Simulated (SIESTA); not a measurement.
# MgO in SIESTA: the effect of functional

Crystal: MgO.

```
Mg O
1.0
     0.00000    2.09700    2.09700
     2.09700    0.00000    2.09700
     2.09700    2.09700    0.00000
Mg O
1 1
Direct
  0.00000 0.00000 0.00000
  0.50000 0.50000 0.50000
```

The cell is a database's computed one.

Alike in all runs:

* Program: SIESTA 5.4.2
* Task: band structure
* Basis: DZP (energy shift 0.003 Ry; two zetas on semicore shells)
* Grid cutoff: 800 Ry
* Energy shift: 0.003 Ry
* k mesh: 11 × 11 × 11
* Occupations: fermi-dirac, width 0.05 eV
* Spin: no spin polarisation

```csv
functional,potentials or basis,gap on the mesh (eV),pressure (GPa)
AM05,PseudoDojo 0.4 standard (PBEsol files),4.70,6.6
BLYP,PseudoDojo 0.4 standard (PBE files),?,?
vdW-DF-cx,PseudoDojo 0.4 standard (PBE files),4.85,8.3
```

Problem. What does the run with functional BLYP give?

Solution. gap on the mesh 5.00 eV; pressure 14.3 GPa.

Caveats: the potentials were made for another functional, which shifts forces and pressure; the basis of atomic orbitals isn't converged, which shifts pressures, moduli and gaps.

